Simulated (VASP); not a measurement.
# CdS (Hawleyite) (F-43m) in VASP: a series of runs

Runs on CdS (Hawleyite). Level: PBEsol. Tasks: relaxation of cell and atoms.

Everything below comes from runs of VASP 6.6.1. Logs are shortened: lines on timing, memory, paths and dates and some standing lists are left out, and cuts for length are marked.

### 1 Starting point

Symmetry: F-43m, No. 216, cubic system. The conventional cell has a = 5.833 Å, b = 5.833 Å, c = 5.833 Å, α = 90.00°, β = 90.00°, γ = 90.00°. Around Cd (site symmetry -43m) lie 4 S at 2.53 Å. S (site symmetry -43m) is surrounded by 4 Cd at 2.53 Å.

### 2 Relaxation of cell and atoms, PBEsol

Input file INCAR:

```
PREC = Accurate
ENCUT = 600
EDIFF = 1E-6
ISMEAR = 0
SIGMA = 0.03
LREAL = False
LASPH = True
NELM = 80
ALGO = Normal
ISIF = 3
LWAVE = False
LCHARG = False
GGA = PS
IBRION = 2
NSW = 90
EDIFFG = -0.01
```

Input file KPOINTS:

```
Automatic mesh
0
Gamma
  8 8 8
```

Input file POSCAR:

```
CdS
1.0
    0.0000000000      2.9165000000      2.9165000000
    2.9165000000      0.0000000000      2.9165000000
    2.9165000000      2.9165000000      0.0000000000
Cd S
1 1
Direct
    0.0000000000      0.0000000000      0.0000000000
    0.2500000000      0.2500000000      0.2500000000
```

Potentials or basis: VASP PAW PBE potentials, release 64 (Cd, S).

The run is started by

```bash
> cat potpaw_PBE.64/Cd/POTCAR potpaw_PBE.64/S/POTCAR > POTCAR
> mpirun -np 1 vasp_std > vasp.out
```

OUTCAR:

```text
PREC = Accurate
   ENCUT = 600
   EDIFF = 1E-6
   ISMEAR = 0
   LREAL = False
   LASPH = True
   NELM = 80
   ISIF = 3
   GGA = PS
   IBRION = 2
   NSW = 90
   EDIFFG = -0.01

 ion  position               nearest neighbor table
   1  0.000  0.000  0.000-   2 2.53   2 2.53   2 2.53   2 2.53
   2  0.250  0.250  0.250-   1 2.53   1 2.53   1 2.53   1 2.53

  LATTYP: Found a face centered cubic cell.
 ALAT       =     5.8330000000

  Lattice vectors:

 A1 = (   0.0000000000,   2.9165000000,   2.9165000000)
 A2 = (   2.9165000000,   0.0000000000,   2.9165000000)
 A3 = (   2.9165000000,   2.9165000000,   0.0000000000)

Analysis of symmetry for initial positions (statically):
=====================================================================
 Subroutine PRICEL returns:
 Original cell was already a primitive cell.

 Routine SETGRP: Setting up the symmetry group for a
 face centered cubic supercell.

 Subroutine GETGRP returns: Found 24 space group operations
 (whereof 24 operations were pure point group operations)
 out of a pool of 48 trial point group operations.

The static configuration has the point symmetry T_d .

Analysis of symmetry for dynamics (positions and initial velocities):
=====================================================================
 Subroutine PRICEL returns:
 Original cell was already a primitive cell.

 Routine SETGRP: Setting up the symmetry group for a
 face centered cubic supercell.

 Subroutine GETGRP returns: Found 24 space group operations
 (whereof 24 operations were pure point group operations)
 out of a pool of 48 trial point group operations.

The dynamic configuration has the point symmetry T_d .

 Subroutine INISYM returns: Found 24 space group operations
 (whereof 24 operations are pure point group operations),
 and found     1 'primitive' translations

----------------------------------------------------------------------------------------

                                     Primitive cell

  volume of cell :      49.6153
[... 148 lines left out ...]
  Total        0.0278737      0.0278737      0.0278737      0.0000000      0.0000000      0.0000000
  in kB        0.9000978      0.9000978      0.9000978      0.0000000      0.0000000      0.0000000
  external PRESSURE =       0.9000978 kB  Pullay stress =       0.0000000 kB

 VOLUME and BASIS-vectors are now :
 -----------------------------------------------------------------------------
  energy-cutoff  :      600.00
  volume of cell :       49.62
      direct lattice vectors                 reciprocal lattice vectors
     0.000000000  2.916500000  2.916500000    -0.171438368  0.171438368  0.171438368
     2.916500000  0.000000000  2.916500000     0.171438368 -0.171438368  0.171438368
     2.916500000  2.916500000  0.000000000     0.171438368  0.171438368 -0.171438368

 POSITION                                       TOTAL-FORCE (eV/Angst)
 -----------------------------------------------------------------------------------
      0.00000      0.00000      0.00000        -0.000000     -0.000000      0.000000
      1.45825      1.45825      1.45825         0.000000      0.000000     -0.000000
 -----------------------------------------------------------------------------------
    total drift:                               -0.000000     -0.000000     -0.000000

  FREE ENERGIE OF THE ION-ELECTRON SYSTEM (eV)
  ---------------------------------------------------
  free  energy   TOTEN  =        -6.8136646705 eV

  energy  without entropy=       -6.8136646705  energy(sigma->0) =       -6.81366467

--------------------------------------- Ionic step        2  -------------------------------------------

 number of electron      17.9999999 magnetization

 Free energy of the ion-electron system (eV)
  ---------------------------------------------------
  ext. energy  EPLUGINS =         0.00000000
  ---------------------------------------------------
  free energy    TOTEN  =        -6.81367957 eV

  energy without entropy =       -6.81367957  energy(sigma->0) =       -6.81367957

 E-fermi :   1.3564     XC(G=0):  -9.3687

 val. band max:        1.1941215549   @ k =   0.0000   0.0000   0.0000
 cond. band min:       2.1983652825   @ k =   0.0000   0.0000   0.0000
 fundamental gap:      1.0042437276
 Fermi energy:         1.3564161650

 k-point     1 :       0.0000    0.0000    0.0000
  band No.  band energies     occupation
      1     -11.1777      2.00000
      2      -6.5277      2.00000
      3      -6.5277      2.00000
      4      -6.5277      2.00000
      5      -6.0423      2.00000
      6      -6.0423      2.00000
      7       1.1941      2.00000
      8       1.1941      2.00000
      9       1.1941      2.00000
     10       2.1984      0.00000
     11       7.6396      0.00000
     12       7.6396      0.00000
     13       7.6396      0.00000
[... 354 lines left out ...]
  band No.  band energies     occupation
      1     -10.6748      2.00000
      2      -6.3635      2.00000
      3      -6.3241      2.00000
      4      -6.0700      2.00000
      5      -6.0158      2.00000
      6      -5.5477      2.00000
      7      -2.9801      2.00000
      8      -0.7765      2.00000
      9      -0.0447      2.00000
     10       5.4790      0.00000
     11       6.8833      0.00000
     12       8.3109      0.00000
     13       9.4533      0.00000

 [... further k-points ...]
[... 5 lines left out ...]
  --------------------------------------------------------------------------------------
  -------------------------------------------------------------------------------------
  Total       -0.0105613     -0.0105613     -0.0105613     -0.0000000     -0.0000000     -0.0000000
  in kB       -0.3403578     -0.3403578     -0.3403578     -0.0000000     -0.0000000     -0.0000000
  external PRESSURE =      -0.3403578 kB  Pullay stress =       0.0000000 kB

 VOLUME and BASIS-vectors are now :
 -----------------------------------------------------------------------------
  energy-cutoff  :      600.00
  volume of cell :       49.72
      direct lattice vectors                 reciprocal lattice vectors
     0.000000000  2.918460913  2.918460913    -0.171323179  0.171323179  0.171323179
     2.918460913  0.000000000  2.918460913     0.171323179 -0.171323179  0.171323179
     2.918460913  2.918460913  0.000000000     0.171323179  0.171323179 -0.171323179

 POSITION                                       TOTAL-FORCE (eV/Angst)
 -----------------------------------------------------------------------------------
      5.83692      2.91846      2.91846         0.000000      0.000000      0.000000
      1.45923      1.45923      1.45923        -0.000000     -0.000000     -0.000000
 -----------------------------------------------------------------------------------
    total drift:                               -0.000000     -0.000000     -0.000000

  FREE ENERGIE OF THE ION-ELECTRON SYSTEM (eV)
  ---------------------------------------------------
  free  energy   TOTEN  =        -6.8136795676 eV

  energy  without entropy=       -6.8136795676  energy(sigma->0) =       -6.81367957

 reached required accuracy - stopping structural energy minimisation
```

OSZICAR:

```text
N       E                     dE             d eps       ncg     rms          rms(c)
DAV:   1     0.120808246392E+03    0.12081E+03   -0.98627E+03   762   0.142E+03
DAV:   2    -0.159182041957E+01   -0.12240E+03   -0.11668E+03   849   0.312E+02
DAV:   3    -0.726896404913E+01   -0.56771E+01   -0.56542E+01   909   0.693E+01
[... 13 lines left out ...]
DAV:   2    -0.681375304494E+01    0.61990E-03   -0.15569E-03   834   0.659E-01    0.709E-02
DAV:   3    -0.681368954062E+01    0.63504E-04   -0.18102E-04   814   0.165E-01    0.590E-02
DAV:   4    -0.681368105072E+01    0.84899E-05   -0.10463E-05   769   0.381E-02    0.116E-02
DAV:   5    -0.681367968386E+01    0.13669E-05   -0.20871E-06   639   0.241E-02    0.349E-03
DAV:   6    -0.681367956765E+01    0.11621E-06   -0.30189E-07   382   0.767E-03
   2 F= -.68136796E+01 E0= -.68136796E+01  d E =-.148971E-04
```

CONTCAR:

```text
CdS
   1.00000000000000
     0.0000000000000000    2.9184609125106036    2.9184609125106036
     2.9184609125106036    0.0000000000000000    2.9184609125106036
     2.9184609125106036    2.9184609125106036    0.0000000000000000
  Cd              S
     1     1
Direct
     0.0000000000000000    1.0000000000000000    1.0000000000000000
     0.2500000000000000    0.2500000000000000    0.2500000000000000

  0.00000000E+00  0.00000000E+00  0.00000000E+00
  0.00000000E+00  0.00000000E+00  0.00000000E+00
```

It took 46 s on 1 thread of AMD EPYC 7R13 (Zen 3), shared host; peak memory 0.19 GiB.

What came out:

* Free energy: -6.8137 eV
* Relaxed volume: 24.86 Å³/atom
* Relaxed cell: a = 4.127 Å, b = 4.127 Å, c = 4.127 Å, α = 60.00°, β = 60.00°, γ = 60.00°
* Space group after relaxing (to 0.05 Å): F-43m (No. 216)
* Energy gained by relaxing: 0.0 meV/atom
* Ionic steps: 2
* Pressure after relaxing: 0.0 GPa
* Band gap on the k mesh: 1.00 eV, direct

Final structure:
```xyz
2
Lattice="0.0000 2.9185 2.9185 2.9185 0.0000 2.9185 2.9185 2.9185 0.0000" Properties=species:S:1:pos:R:3 pbc="T T T"
Cd    5.8369    2.9185    2.9185
S     1.4592    1.4592    1.4592
```

Caveat: the PAW data sets were made with another functional, which shifts forces and pressure a little. Expect the measured gap to be larger: semilocal functionals such as PBEsol lack the derivative discontinuity.

(Part 1 of 3 ends here.)
